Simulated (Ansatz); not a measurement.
An Ansatz input:

```yaml
crystal:
  lattice:
    - [2.75, -1.64, 0.0]
    - [2.75, 1.64, 0.0]
    - [-1.53472, 0.0, 7.11639]
  atoms:
    - { symbol: F, position: [0.968, 0.602, 0.0997] }
    - { symbol: F, position: [0.398, 0.032, 0.4003] }
    - { symbol: F, position: [0.032, 0.398, 0.9003] }
    - { symbol: F, position: [0.602, 0.968, 0.5997] }
hamiltonian:
  xc: blyp
  pseudopotentials:
    kind: paw
    azcp:
      F: "pseudopotentials/F.paw.azcp"
basis:
  ecutwfc: 420
  fft_grid_basis: typed
kpoints:
  mp_grid: { grid: [6, 6, 3], shift: [0, 0, 0] }
magnetization:
  spin_polarized: false
scf:
  occupations: { method: fermi_dirac, width: 0.05 }
relax:
  max_steps: 60
  f_tol: 0.01
  cell: {}
```

Terminal output

```
Engine: ansatz 0.2.0, aarch64-unknown-linux-gnu
Pseudopotentials: kind: paw
Pseudopotential: F, paw, valence charge 7, recommended cutoff 420 eV (normal) 
Functional definition: BLYP
  parameter beta = 0.0042
  parameter a = 0.04918
  parameter b = 0.132
  parameter c = 0.2533
  parameter d = 0.349
  exchange = b88_x(beta = beta)
  correlation = lyp_c(a = a, b = b, c = c, d = d)
Crystal: 4 atoms, lattice volume = 64.190 Å³
Basis set: ecut = 420 eV, 1289 PW (Γ), exchange–correlation on 48×48×100 points (8 copies of the dense FFT grid, shifted against one another)
Bands: 18, of which v1, the nominal top of the filled ones, is band 14 counted from 1 (13 counted from 0)
Symmetry: 4 space group operations
Space group: C2/c (ITA 15), of the structure as read, at distance tolerance 4.0e-5 Å
k-points: 34 of 108
Non-local potential: F, projectors of the file, l = 0: 2, l = 1: 2, l = 2: 1
PAW form: soft (Blöchl's): semilocal exchange-correlation on the pseudo side does not see the compensation charge
PAW frozen core: F, regenerated for the run's functional, and the local potential with it (the file was generated under x = pbe(κ = 0.804, μ = 0.2195149727645171), c = pbe(β = 0.06672455060314922))
PAW one-centre angular grid: F, 110 points (default); XC on 64 Gauss nodes
Initial density: superposition of atomic densities (neutral atoms: chi_scale 0, normalization atom), corrected by the library's trained network
Initial wavefunctions: pseudopotential atomic-orbital guess
Functional: x = b88, c = lyp
SCF iter   1: F=—  HF=-3231.878532 eV  |F-HF|=—  |Δ(HF+E_count)|=         —  Δρ=7.81e-3  dr2=9.85e-3  ethr=1.77e-3  ⟨swp⟩=3.7  Hψ=2463  notcnv=0
SCF iter   2: F=—  HF=-3231.877802 eV  |F-HF|=—  |Δ(HF+E_count)|=   7.30e-4  Δρ=2.26e-3  dr2=1.10e-3  ethr=3.52e-5  ⟨swp⟩=2.0  Hψ=1496  notcnv=0
SCF iter   3: F=—  HF=-3231.877885 eV  |F-HF|=—  |Δ(HF+E_count)|=   8.25e-5  Δρ=9.41e-4  dr2=1.25e-4  ethr=3.92e-6  ⟨swp⟩=2.0  Hψ=964  notcnv=0
SCF iter   4: F=—  HF=-3231.877922 eV  |F-HF|=—  |Δ(HF+E_count)|=   3.75e-5  Δρ=8.66e-5  dr2=1.23e-6  ethr=4.45e-7  ⟨swp⟩=2.5  Hψ=1106  notcnv=0
SCF iter   5: F=—  HF=-3231.878053 eV  |F-HF|=—  |Δ(HF+E_count)|=   1.31e-4  Δρ=2.73e-5  dr2=8.10e-8  ethr=3.57e-10  ⟨swp⟩=2.9  Hψ=2532  notcnv=0
...
Step failed. What follows is not a result of the run: it is the report of the last solve that finished, which converged after 8 SCF iterations.
Free energy (F): -3231.953907 eV
Harris-Foulkes:  -3231.953907 eV  (|F-HF|=1.64e-11)
Internal energy: -3231.953907 eV  (E = F + TS)
E sigma→0 (E₀):  -3231.953907 eV
Fermi energy:    -4.208735 eV
--- Per-component energies (eV) ---
  E_band       = -382.699483
  E_kinetic    = 805.315801
  E_local      = -3379.857547  (includes V_loc(G=0)·N_el)
  E_nonlocal   = 295.047369
  E_hartree    = 1275.732131
  E_xc         = -309.350024
  E_vxc        = -395.350014  (∫ρ·V_xc dr)
  E_paw        = -808.718624  (= ΣΔE_a)
  E_vpaw       = -259.328643  (= ΣTr[D̂ρ^β])
  E_aug_tail   = 0.009289  (compensation charges beyond the density's cutoff)
  E_ewald      = -1110.143841
  E_core_change = 0.011538  (= ΣΔE_core)
  E_smearing   = -0.000000  (= −TS)
  E_closure    = 0.000000  (closes the sum)
  Σ components = -3231.953907   (vs F -3231.953907, Δ=0.00e0)
--- Forces (eV/Å), atoms counted from 1 ---
  atom   1  F      0.00009470    -0.00112311    -0.03303802
  atom   2  F     -0.00009470    -0.00112311     0.03303802
  atom   3  F     -0.00009470     0.00112311     0.03303802
  atom   4  F      0.00009470     0.00112311    -0.03303802
  max |Σ_I F_I| component: 4.34e-19 eV/Å
--- Stress (GPa, compression-positive) ---
       -1.936497       0.000000       0.032266
        0.000000      -1.933426       0.000000
        0.032266       0.000000      -1.527668
  P = ⅓ Tr σ = -1.7992 GPa (-17.992 kbar)
--- Band table (eV; the first three rows and the last of 34) ---
  k-point 0: bands = ["-30.0021", "-29.9914", "-24.1106", "-24.0688", "-11.7192", "-11.5127", "-8.9536", "-8.9312", "-8.9262", "-8.9178", "-5.8398", "-5.8169", "-5.7934", "-5.7911", "-2.7790", "-2.2590", "2.5178", "4.3289"]
  k-point 1: bands = ["-29.9994", "-29.9941", "-24.1002", "-24.0792", "-11.6685", "-11.5657", "-8.9474", "-8.9328", "-8.9275", "-8.9210", "-5.8265", "-5.8110", "-5.8035", "-5.7988", "-2.6569", "-2.3948", "2.7837", "3.4791"]
  k-point 2: bands = ["-29.9956", "-29.9864", "-24.1022", "-24.0659", "-11.6969", "-11.5181", "-9.0422", "-9.0219", "-8.9543", "-8.9395", "-5.8852", "-5.8564", "-5.8310", "-5.8054", "-2.7132", "-2.2739", "3.0119", "4.7699"]
  k-point 33: bands = ["-29.9724", "-29.9698", "-24.0699", "-24.0597", "-11.6032", "-11.5550", "-9.3178", "-9.2961", "-9.0389", "-9.0163", "-6.0565", "-6.0168", "-5.8877", "-5.8482", "-2.4734", "-2.3747", "6.3091", "6.6007"]
End of that report.
Error: variable-cell relaxation did not converge after 60 `relax_step` rows, as none of its last 5 fresh-basis SCF(s) at a relaxed cell met both thresholds with a finite energy. The last misses `relax.cell.stress_tol`: largest allowed force component 8.48e-3 eV/Å (`relax.f_tol` 1.00e-2 eV/Å), stress off the target on the free part of the cell 2.67e-1 GPa (`relax.cell.stress_tol` 5.00e-2 GPa), F+E_penalty+E_count -3232.02005470 eV. The closest is row 48, whose structure comes with this error. Larger ratio of force or stress to its threshold at each such SCF whose figures are numbers: 18.974, 14.276, 9.042, 7.329, 5.337. The dense FFT grid had 24×24×50 points at the cell where the steps before the first such SCF started and, at each such SCF in turn, 24×24×54, 24×24×54, 24×24×54, 24×24×54, 24×24×60, so 2 of them had another grid than the one listed just before. After the last such SCF `relax.max_steps` ran out. If the threshold ratios fall while the rows' cell is stable, continue in a new run from this error's structure with a larger `relax.max_steps`. Ratios that fall only as the cell collapses won't converge, and for ratios that don't fall see `relax.cell`. Where this run's directory can be resumed (`checkpoint.write`), a resume goes on for up to `relax.max_steps` more
  cell:  # Å, volume = 90.0177 Å³
    - [3.0467972026877024, -1.8053103394264831, 0.01460266519992262]
    - [3.0467972026877024, 1.8053103394264831, 0.014602665199922529]
    - [-1.6625681244751978, -1.9715041123613292e-16, 8.174838130821863]
  atoms:
    - { symbol: F, position: [1.0245139146755633, 0.5300500734015265, 0.08733573482213161] }
    - { symbol: F, position: [0.46994992659847307, -0.024513914675563755, 0.41266426517786825] }
    - { symbol: F, position: [-0.024513914675563825, 0.46994992659847284, 0.9126642651778679] }
    - { symbol: F, position: [0.530050073401527, 1.0245139146755637, 0.5873357348221319] }
```

The run did not converge.
